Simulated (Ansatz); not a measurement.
# CuO (zincblende type): the cost of one run

Method: DFT, at the level named in each step, in Ansatz 0.2.0.

3 further runs of the same task are left out: 2 that didn't finish, 1 set aside as unsound or not needed.

## (1) The system as given

It takes space group F-43m (No. 216, cubic). The conventional cell has a = 4.524 Å, b = 4.524 Å, c = 4.524 Å, α = 90.00°, β = 90.00°, γ = 90.00°. Cu (site symmetry -43m) has 4 O at 1.96 Å as nearest neighbours. O (site symmetry -43m) is surrounded by 4 Cu at 1.96 Å.

Structure file:

```cif
data_structure
_symmetry_space_group_name_H-M 'P 1'
_symmetry_Int_Tables_number 1
_cell_length_a 3.1987
_cell_length_b 3.1987
_cell_length_c 3.1987
_cell_angle_alpha 60.000
_cell_angle_beta 60.000
_cell_angle_gamma 60.000
_cell_volume 23.14
loop_
_atom_site_label
_atom_site_type_symbol
_atom_site_fract_x
_atom_site_fract_y
_atom_site_fract_z
_atom_site_occupancy
Cu1 Cu 0.00000 0.00000 0.00000 1
O1 O 0.25000 0.25000 0.25000 1
```

The structure (zincblende type) was typed from a prototype and relaxed by PAW; whether it is the ground state wasn't tested.

Atoms are numbered in the order of the input: Cu1, O2.

## (2) No relativity, LAPW

The input, input.yaml:

```yaml
crystal:
  lattice:
    - [0.0, 2.2618016073, 2.2618016073]
    - [2.2618016073, 0.0, 2.2618016073]
    - [2.2618016073, 2.2618016073, 0.0]
  atoms:
    - { symbol: Cu, position: [0.0, 0.0, 0.0] }
    - { symbol: O, position: [0.25, 0.25, 0.25] }
kpoints:
  mp_grid: { grid: [16, 16, 16] }
  band_path:
    path:
      - [0.0, 0.0, 0.0]
      - [-0.5, -0.5, 0.0]
      - [-0.375, -0.375, 0.25]
      - [-0.375, 0.0, 0.375]
      - [0.0, 0.0, 0.0]
      - [0.0, 0.0, 0.5]
      - [-0.5, -0.25, 0.25]
      - [-0.5, -0.5, 0.0]
    npoints: 5
scf:
  occupations: { method: fermi_dirac, width: 0.05 }
hamiltonian:
  xc: pbe
  pseudopotentials:
    kind: all_electron
    lapw: { basis_error: 0.001 }
    relativity: none
output:
  forces: true
  stress: true
  eigenvalues: true
```

Run with:

```bash
$ ansatz run input.yaml --threads 1 --pin off --max-ram 2048MiB --backend cpu --events-out ev --progress --plain --runs-dir out
```

Q: Estimate wall time and peak memory on 1 thread of Arm Neoverse V2, shared host.

About 46 s, with a peak of 0.47 GiB.
